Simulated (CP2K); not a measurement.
# Converging shifted k-point meshes: AlSb (R3m, 2 atoms in the cell)

```
AlSb
1.0
    4.32861     0.00000     0.00000
    2.16431     3.74869     0.00000
    2.16431     1.24956     3.53430
Al Sb
1 1
Direct
  0.00472   0.00472   0.00472
  0.25000   0.25000   0.25000
```

Method of the run: CP2K 2026.2 with PBE, GPW, DZVP-MOLOPT-SR-GTH basis, GTH-PBE potentials (GTH_POTENTIALS).

Base settings: CUTOFF = 400 Ry; REL_CUTOFF = 50 Ry; SMEAR/METHOD = FERMI_DIRAC; ELECTRONIC_TEMPERATURE = 116.05 K; KPOINTS/SCHEME = MONKHORST-PACK 3 3 3; XC_FUNCTIONAL = PBE; Al/BASIS_SET = DZVP-MOLOPT-SR-GTH-q3; Al/POTENTIAL = GTH-PBE-q3; Sb/BASIS_SET = DZVP-MOLOPT-SR-GTH-q5; Sb/POTENTIAL = GTH-PBE-q5.

Shifted meshes do not hold Γ, so a gap read on them misses any band edge there.

Only quantities that move along the ladder and can be compared are tabulated.

The starting cell has typed, rounded lattice constants, without a prior relaxation at this level. Its lattice was rescaled by up to half a per cent. One atom was moved a little off its site on purpose. Spin-orbit coupling is off. Values carry the incompleteness of an atom-centred basis. In the base run, with a pressure of about 4 GPa the cell is away from its equilibrium volume at this level.

| KPOINTS/SCHEME | free energy less the last step's (meV/atom) | pressure (GPa) | largest difference of a force vector from the last step's (eV/Å) | gap on the mesh (eV) |
|---|---|---|---|---|
| MONKHORST-PACK 2 2 2 | 57.83 | 3.44 | 0.262 | 2.363 |
| MACDONALD 3 3 3 0.1666666667 0.1666666667 0.1666666667 | 6.13 | 3.15 | 0.041 | 1.677 |
| MONKHORST-PACK 4 4 4 | 1.12 | 3.12 | 0.002 | 1.619 |
| MACDONALD 5 5 5 0.1 0.1 0.1 | 0.35 | 3.12 | 0.005 | 1.473 |
| MONKHORST-PACK 6 6 6 | 0.15 | 3.12 | 0.004 | 1.396 |
| MACDONALD 7 7 7 0.07142857143 0.07142857143 0.07142857143 | 0.08 | 3.12 | 0.003 | 1.333 |
| MONKHORST-PACK 8 8 8 | 0.04 | 3.13 | 0.002 | 1.300 |
| MACDONALD 9 9 9 0.05555555556 0.05555555556 0.05555555556 | 0.02 | 3.13 | 0.001 | 1.263 |
| MONKHORST-PACK 10 10 10 | 0.01 | 3.13 | 0.001 | 1.229 |
| MACDONALD 11 11 11 0.04545454545 0.04545454545 0.04545454545 | 0.01 | 3.13 | 0.000 | 1.215 |
| MONKHORST-PACK 12 12 12 | 0.00 | 3.13 | 0.000 | 1.188 |
| MACDONALD 13 13 13 0.03846153846 0.03846153846 0.03846153846 | 0.00 | 3.13 | 0.000 | 1.182 |
| MACDONALD 15 15 15 0.03333333333 0.03333333333 0.03333333333 | 0.00 | 3.13 | 0.000 | 1.162 |
| MONKHORST-PACK 16 16 16 | 0.00 | 3.13 | 0.000 | 1.150 |
| MONKHORST-PACK 18 18 18 | 0.00 | 3.13 | 0.000 | 1.141 |
| MONKHORST-PACK 20 20 20 | 0.00 | 3.13 | 0.000 | 1.133 |

Coarsest KPOINTS/SCHEME that holds the pressure within 0.1 GPa of the last step, with all finer ones: MACDONALD 3 3 3 0.1666666667 0.1666666667 0.1666666667; the step before is off by 0.31 GPa.

Coarsest KPOINTS/SCHEME that holds the forces within 0.005 eV/Å of the last step, with all finer ones: MONKHORST-PACK 4 4 4; the step before is off by 0.041 eV/Å.
